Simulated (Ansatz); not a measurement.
Method: Ansatz, DFT PBE, scalar-relativistic, plane waves, PAW. Settings: cutoff 420 eV, Γ-centred meshes spaced at most about 0.3 Å⁻¹ (2π included), Gaussian smearing. Spin is collinear in cells that carry moments; the others ran without spin or lost their moments.

These are static total energies at zero pressure.

Problem. Order these relaxed structures of Al2O5 by energy, lowest first, with the energy over the lowest of them.
A.
(no moments)
Space group C2/m (No. 12). a = 11.788 Å, b = 3.050 Å, c = 3.742 Å, α = 90.00°, β = 91.60°, γ = 90.00°
| atom | site | symmetry | x | y | z |
| --- | --- | --- | --- | --- | --- |
| Al | 4i | m | 0.1359 | 0.0000 | 0.1552 |
| O | 2a | 2/m | 0.0000 | 0.0000 | 0.0000 |
| O | 4i | m | 0.1357 | 0.5000 | 0.4606 |
| O | 4i | m | 0.3087 | 0.0000 | 0.1814 |

B.
(parallel moments up to 0.6 μB)
Space group P1 (No. 1). a = 2.972 Å, b = 7.544 Å, c = 12.343 Å, α = 88.90°, β = 89.96°, γ = 78.65°
```
atom  site  symmetry       x       y       z
  Al    1a         1  0.9022  0.2052  0.8892
  Al    1a         1  0.1999  0.5388  0.8880
  Al    1a         1  0.6143  0.8733  0.8868
  Al    1a         1  0.4411  0.1249  0.1109
  Al    1a         1  0.8216  0.4568  0.1134
  Al    1a         1  0.0729  0.7913  0.1120
   O    1a         1  0.0219  0.9371  0.5497
   O    1a         1  0.6240  0.7324  0.5483
   O    1a         1  0.0196  0.9422  0.4513
   O    1a         1  0.6218  0.7376  0.4498
   O    1a         1  0.4506  0.1012  0.8330
   O    1a         1  0.7532  0.4342  0.8347
   O    1a         1  0.1645  0.7674  0.8340
   O    1a         1  0.8853  0.2289  0.1671
   O    1a         1  0.2657  0.5627  0.1661
   O    1a         1  0.5213  0.8958  0.1654
   O    1a         1  0.9392  0.0020  0.0003
   O    1a         1  0.2757  0.3281  0.9998
   O    1a         1  0.7613  0.6651  0.0000
   O    1a         1  0.2876  0.3362  0.5486
   O    1a         1  0.3564  0.3388  0.4514
```

C.
(parallel moments up to 0.6 μB)
Space group P-3m1 (No. 164). a = 2.908 Å, b = 2.908 Å, c = 12.214 Å, α = 90.00°, β = 90.00°, γ = 120.00°
| atom | site | symmetry | x | y | z |
| --- | --- | --- | --- | --- | --- |
| Al | 2d | 3m. | 0.3333 | 0.6667 | 0.1126 |
| O | 2d | 3m. | 0.6667 | 0.3333 | 0.1677 |
| O | 1a | -3m. | 0.0000 | 0.0000 | 0.0000 |
| O | 2c | 3m. | 0.0000 | 0.0000 | 0.4502 |

Solution. B (0 meV/atom), C (31 meV/atom), A (324 meV/atom). Counting O atoms around Al (those within 1.25 times the shortest such distance or 1.15 times the sum of covalent radii, 1.27 where that leaves under three; a plus sign parts nearer from farther groups): B has Al 3+2; C has Al 3+3; A has Al 1+5. B holds O–O pairs (shortest 1.21 Å, as in O₂); C holds O–O pairs (shortest 1.22 Å, as in O₂); A holds O–O pairs (shortest 1.47 Å, as in peroxide). Origin: A and C, invented; B, invented, then shaken at random and relaxed again.

Weakly bound directions are ill-defined at this level, which has no dispersion term (P1, P-3m1), and this can change margins and order among such cells. Another magnetic order may lie lower. Cells relaxed within their symmetry can be saddle points. Some types were kept out of the candidates beforehand, so the set may lack a known form.
